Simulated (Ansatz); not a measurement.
## Moving the functional in As

```
As
1.0
     1.82500   -5.50000    0.00000
     1.82500    5.50000    0.00000
     0.00000    0.00000    4.47000
As
4
Direct
  0.39000 0.61000 0.56000
  0.89000 0.11000 0.94000
  0.61000 0.39000 0.44000
  0.11000 0.89000 0.06000
```

This isn't the form of As at room conditions, which is rhombohedral.

Kept alike: task equation of state; k mesh 8 × 8 × 6; occupations fermi-dirac, width 0.05 eV; no spin polarisation. Program: Ansatz, Ansatz PAW. Cutoffs run from 420 to 500 eV. The mesh is that of the run's cell of 4 atoms. No spin-orbit coupling.

```csv
functional,volume (Å³/atom),bulk modulus (GPa)
LDA,21.839,74.5
PBEsol,22.340,70.7
r2SCAN,22.858,69.9
```

Volume and modulus come from cells scaled at fixed shape and fractions; off cubic symmetry such a modulus can lie above the relaxed one. All rows use potentials made for PBE.

The volume runs from 21.839 (LDA) to 22.858 Å³/atom (r2SCAN). The bulk modulus runs from 69.9 (r2SCAN) to 74.5 GPa (LDA).
